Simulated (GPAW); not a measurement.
# N in GPAW: tuning use of symmetry

The system is N.

```
N
1.0
     5.56052    0.00000    0.00000
     0.00000    5.56052    0.00000
     0.00000    0.00000    5.56052
N
8
Direct
  0.05740 0.44260 0.55740
  0.44260 0.55740 0.05740
  0.55740 0.05740 0.44260
  0.94260 0.94260 0.94260
  0.94260 0.55740 0.44260
  0.55740 0.44260 0.94260
  0.44260 0.94260 0.55740
  0.05740 0.05740 0.05740
```

| Property | Result |
| --- | --- |
| Program | GPAW 26.7.0 |
| Task | tuning run |
| Functional | PBE |
| Potentials or basis | GPAW PAW data sets (gpaw-data 1.2.1) |
| Cutoff | 800 eV |
| Basis | pw |
| k mesh | 4 × 4 × 4 |
| Occupations | fermi-dirac, width 0.05 eV |
| Spin | no spin polarisation |

These are the settings of the first run; the series varies use of symmetry, with any setting tied to it.

Hardware: 1 thread of Arm Neoverse N1.

| use of symmetry | energy less the last converged row (meV/atom) | SCF cycles | wall time (s) | peak memory (GiB) |
| --- | --- | --- | --- | --- |
| default | 0.00 | 9 | 130 | 0.33 |
| off | 0.00 | 11 | 710 | 0.71 |
| point_group=False | 0.00 | 11 | 380 | 0.5 |
| symmorphic=False | 0.00 | 9 | 110 | 0.31 |
| time_reversal=False | 0.00 | 9 | 130 | 0.33 |

Fastest here: symmorphic=False (110 s); slowest of those that converged: off (710 s). These are single runs, one after another on one machine, so differences under about a fifth mean little.
